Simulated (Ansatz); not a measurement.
# Does relaxation matter for the field gradients of Li2S with an Li vacancy?

Start: a supercell of Li2S (antifluorite type, Fm-3m) built from a structure deposited in the COD (the entry's cell lengths or inner coordinates differ somewhat from later room-temperature determinations), with all atoms left at the host's positions.

Space group F-43m (No. 216); a = 11.3780 Å.

| site | Wyckoff | site symmetry | x | y | z |
| --- | --- | --- | --- | --- | --- |
| Li1 | 24g | 2.mm | 0.7500 | 0.0000 | 0.7500 |
| Li7 | 4b | -43m | 0.0000 | 0.5000 | 0.0000 |
| Li8 | 4d | -43m | 0.7500 | 0.7500 | 0.7500 |
| Li9 | 24f | 2.mm | 0.0000 | 0.7500 | 0.0000 |
| Li15 | 4c | -43m | 0.2500 | 0.2500 | 0.2500 |
| S16 | 16e | .3m | 0.3750 | 0.1250 | 0.3750 |
| S19 | 16e | .3m | 0.8750 | 0.8750 | 0.6250 |

One atom of each set is listed; the run and its k-mesh use a cell of 23 atoms with edges of 8.05, 8.05, 8.05 Å.

Level of theory: DFT, PBE, plane waves and PAW, scalar-relativistic, 420 eV cutoff, Γ-centred 3×3×3 k-points, Fermi–Dirac smearing 0.01 eV, cell charge -1 (Ansatz 0.2.0).

The largest force at the start is 0.46 eV/Å. Relaxing the ions at fixed cell moves them by 0.157 Å at most (atom 9, Li) and 0.088 Å rms.

```json
{"site": "Li1", "moved (Å)": "0.041", "first shell before": "4 S at 2.46 Å", "first shell after": "4 S at 2.42–2.49 Å", "V_zz before (10²¹ V/m²)": "0.041", "η before": "0.44"}
{"site": "Li9", "moved (Å)": "0.157", "first shell before": "4 S at 2.46 Å", "first shell after": "4 S at 2.40–2.56 Å; also 4 Li at 2.85 Å", "V_zz before (10²¹ V/m²)": "0.043", "η before": "0.08"}
{"site": "S16", "moved (Å)": "0.068", "first shell before": "7 Li at 2.46 Å", "first shell after": "7 Li at 2.40–2.42 Å", "V_zz before (10²¹ V/m²)": "-3.13", "η before": "0.00"}
{"site": "S19", "moved (Å)": "0.005", "first shell before": "8 Li at 2.46 Å", "first shell after": "8 Li at 2.46–2.56 Å", "V_zz before (10²¹ V/m²)": "0.79", "η before": "0.00"}
```

(1) How do the gradients change?

## Answers

(1) 

| site | V_zz after | η after | change of V_zz |
| --- | --- | --- | --- |
| Li1 | 0.033 | 0.20 | -0.01 |
| Li9 | 0.079 | 0.78 | +0.04 |
| S16 | -2.20 | 0.00 | +0.93 |
| S19 | -0.43 | 0.00 | -1.22 |

The largest change of V_zz is on S19, from 0.79 to -0.43. In per cent, |V_zz| changes by -30 on S (all sites that start above 0.5, bar those whose gradient vanishes or changes sign or whose main axis turns by over 40°). V_zz changes sign on S19 (same axis). Sites without a gradient aren't listed.

The defect repeats with the cell of 23 atoms, so it feels its images: sites between two images don't show the values beside a lone defect, and zeros or small values of η there can come from the images' arrangement. A uniform background compensates the cell's charge.
Before: The neighbours have not yet relaxed around the defect (largest force 0.46 eV/Å), so a real crystal will differ.
After: With these PAW files V_zz is typically within 2 to 3 % of all-electron values, but misses above 10 % occur on Li.
